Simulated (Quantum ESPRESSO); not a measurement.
PbF2 (Fluorocronite) under changes of volume

One of the cells (17.354 Å³/atom); the others are scaled copies at fixed shape and fractional positions:

```
Pb F
1.0
     0.00000    2.96366    2.96366
     2.96366    0.00000    2.96366
     2.96366    2.96366    0.00000
Pb F
1 2
Direct
  0.00000 0.00000 0.00000
  0.75000 0.75000 0.75000
  0.25000 0.25000 0.25000
```

| Quantity | Value |
| --- | --- |
| Program | Quantum ESPRESSO 7.5 |
| Functional | r2SCAN |
| Potentials or basis | SG15 PBE 1.2 |
| Cutoff | 1197 eV |
| Density cutoff | 4789 eV |
| k mesh | 4 × 4 × 4 |
| Occupations | fermi-dirac, width 0.05 eV |
| Spin | no spin polarisation |

| volume (Å³/atom) | energy over the lowest point (meV/atom) | pressure (GPa) | gap on the mesh (eV) |
| --- | --- | --- | --- |
| 16.313 | 7.09 | 3.5 | 5.03 |
| 16.660 | 1.57 | 1.6 | 5.04 |
| 17.007 | 0.00 | -0.2 | 5.04 |
| 17.354 | 1.96 | -1.7 | 5.04 |
| 17.701 | 7.04 | -3.1 | 5.03 |
| 18.048 | 14.92 | -4.3 | 5.01 |
| 18.395 | ? | ? | ? |

What does the run at 18.395 Å³/atom give?

Energy over the lowest point 25.25 meV/atom; pressure -5.3 GPa; gap on the mesh 4.99 eV.

Worked out: A Birch-Murnaghan fit of order 3 (a polynomial in V^(-2/3)) to the other rows has its minimum at 16.98 Å³/atom with B0 = V·E''(V) = 80 GPa and B' = 4.7. It gives 25.28 meV/atom at 18.395 Å³/atom, against the run's 25.25, and -dE/dV = -5.3 GPa, against -5.3. A parabola through the other rows of the gap, of slope -1.34 eV per unit of ln V there, extrapolates to 4.99 eV, against the run's 4.99.

Energies are extrapolated to zero smearing.

Caveats: all runs use coarse meshes; the potentials were made for another functional, which shifts forces and pressure; spin-orbit coupling is left out, which as a rule narrows the gap of such compounds by several tenths of an eV.

A mesh can miss the band edges.
